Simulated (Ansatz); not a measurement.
One relaxed cell of Hf3N4 at several levels

A database entry relaxed whole under r2SCAN at zero pressure (I-43d, No. 220):

```yaml
crystal:
  lattice:
    - [-3.35440, 3.35440, 3.35440]
    - [3.35440, -3.35440, 3.35440]
    - [3.35440, 3.35440, -3.35440]
  atoms:
    - { symbol: Hf, position: [0.25000, 0.62500, 0.37500] }
    - { symbol: Hf, position: [0.37500, 0.25000, 0.62500] }
    - { symbol: Hf, position: [0.75000, 0.87500, 0.12500] }
    - { symbol: Hf, position: [0.12500, 0.75000, 0.87500] }
    - { symbol: Hf, position: [0.62500, 0.37500, 0.25000] }
    - { symbol: Hf, position: [0.87500, 0.12500, 0.75000] }
    - { symbol: N, position: [0.12958, 0.12958, 0.12958] }
    - { symbol: N, position: [0.87042, 0.50000, 0.00000] }
    - { symbol: N, position: [0.50000, 0.00000, 0.37042] }
    - { symbol: N, position: [0.00000, 0.87042, 0.50000] }
    - { symbol: N, position: [0.37042, 0.50000, 0.00000] }
    - { symbol: N, position: [0.62958, 0.62958, 0.62958] }
    - { symbol: N, position: [0.00000, 0.37042, 0.50000] }
    - { symbol: N, position: [0.50000, 0.00000, 0.87042] }
```

Its volume is 10.78 Å³ an atom, +0.3 % against the entry's 10.75, a cell as deposited in COD (2003).

Single points on this cell with plane-wave PAW DFT (Ansatz 0.2.0; r2SCAN 500 eV, hybrids 420 eV; fermi-dirac occupations of width 0.020 eV; no moments): r2SCAN on a 6×6×6 Γ-centred mesh; r2SCAN with spin-orbit coupling on a 6×6×6 Γ-centred mesh; HSE06 on a 4×4×4 Γ-centred mesh; PBE0 on a 4×4×4 Γ-centred mesh.

Problem. What does each level give for gap and charges?

Solution. The runs give:

```csv
level,"gap (eV), or kind",pressure (GPa),Bader charge of Hf (e),Bader charge of N (e)
r2SCAN,1.35,0.0,+2.37,-1.78
r2SCAN with spin-orbit coupling,1.25,-0.4,+2.37,-1.78
HSE06,1.94,-0.8,+2.41,-1.81
PBE0,2.64,-0.7,+2.41,-1.81
```

Under r2SCAN the gap is 1.35 eV, over mesh and band path. HSE06 moves it by +0.59 eV and PBE0 by +1.29 eV; PBE0 keeps its exact exchange at long range, which widens the gap over HSE06's by 0.70 eV on their common mesh. Spin-orbit coupling moves the r2SCAN gap by -0.10 eV, which the hybrid values lack. The charge on Hf goes from +2.37 to +2.41 e under HSE06.

Caveats: the relaxation kept the start's symmetry; HSE06 is read on its mesh and at the zone's corners, PBE0 on its mesh alone; hybrid pressures are good to a few tenths of a GPa; pressure is positive in compression.
